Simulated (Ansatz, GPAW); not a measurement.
# Cu: 3 runs at one level of theory

```
Cu
1.0
     0.00000    1.80750    1.80750
     1.80750    0.00000    1.80750
     1.80750    1.80750    0.00000
Cu
1
Direct
  0.00000 0.00000 0.00000
```

Alike in all runs: task single point; functional PBE; k mesh 13 × 13 × 13; occupations gaussian, width 0.024 eV; no spin polarisation; no spin-orbit coupling. Pressure is positive in compression and, in plane waves, holds the error of the finite cutoff, which Ansatz's Pulay term estimates and takes out.

| program and potentials | plane-wave cutoff (eV) | notes | pressure (GPa) |
| --- | --- | --- | --- |
| Ansatz, Ansatz PAW | 420 | 19 valence electrons an atom on average; Pulay term of +0.13 GPa included | 1.68 |
| Ansatz, all-electron LAPW, scalar-relativistic | - | - | 1.65 |
| GPAW, GPAW PAW data sets (gpaw-data 1.2.1) | 600 | 11 valence electrons an atom on average | 3.07 |

The pressure spans 1.65 (Ansatz, all-electron LAPW, scalar-relativistic) to 3.07 GPa (GPAW, GPAW PAW data sets (gpaw-data 1.2.1)), with all-electron results at 1.65.

Differences between rows come from potentials, basis sets and numerical settings, since the functional is the same but for its coding. Runs on potential files found faulty are left out.
